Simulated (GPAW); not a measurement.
CuI:

```
I Cu
1.0
     4.09020    0.00000    0.00000
     0.00000    4.09020    0.00000
     0.00000    0.00000    6.55146
I Cu
2 2
Direct
  0.00000 0.50000 0.74303
  0.50000 0.00000 0.25697
  0.00000 0.00000 0.00000
  0.50000 0.50000 0.00000
```

Measurements of this composition are mostly on another form, of space group No. 216.

Base run:

| Item | Value |
| --- | --- |
| Program | GPAW 26.7.0 |
| Functional | PBEsol |
| Potentials or basis | PAW data sets generated in the run's folder for this functional |
| Cutoff | 600 eV |
| Basis | pw |
| k mesh | 5 × 5 × 4 |
| Occupations | fermi-dirac, width 0.05 eV |
| Spin | no spin polarisation |

Its results: band gap on the k mesh 1.49 eV, direct; pressure -0.9 GPa; largest force 0.063 eV/Å.

Q: After a change of settings the same cell gave: band gap on the k mesh 1.41 eV, direct; pressure -3.0 GPa; largest force 0.349 eV/Å. Which change was it?
A. functional from PBEsol to PBE; potentials or basis from PAW data sets generated in the run's folder for this functional to GPAW PAW data sets (gpaw-data 1.2.1)
B. functional from PBEsol to LDA; potentials or basis from PAW data sets generated in the run's folder for this functional to the program's PAW data sets (release 1.2.1) made for this functional
C. functional from PBEsol to r2SCAN; potentials or basis from PAW data sets generated in the run's folder for this functional to GPAW PAW data sets (gpaw-data 1.2.1)

A: B.

Caveats: with this Cu data set, volumes or pressures lay over 1.5 % or 2 GPa off other programs in two to four cells of ten; spin-orbit coupling is left out, which moves the levels of the heavy elements; this functional lacks dispersion, which binds the layers, so the pressure and a relaxed spacing across them are unreliable (some runs).
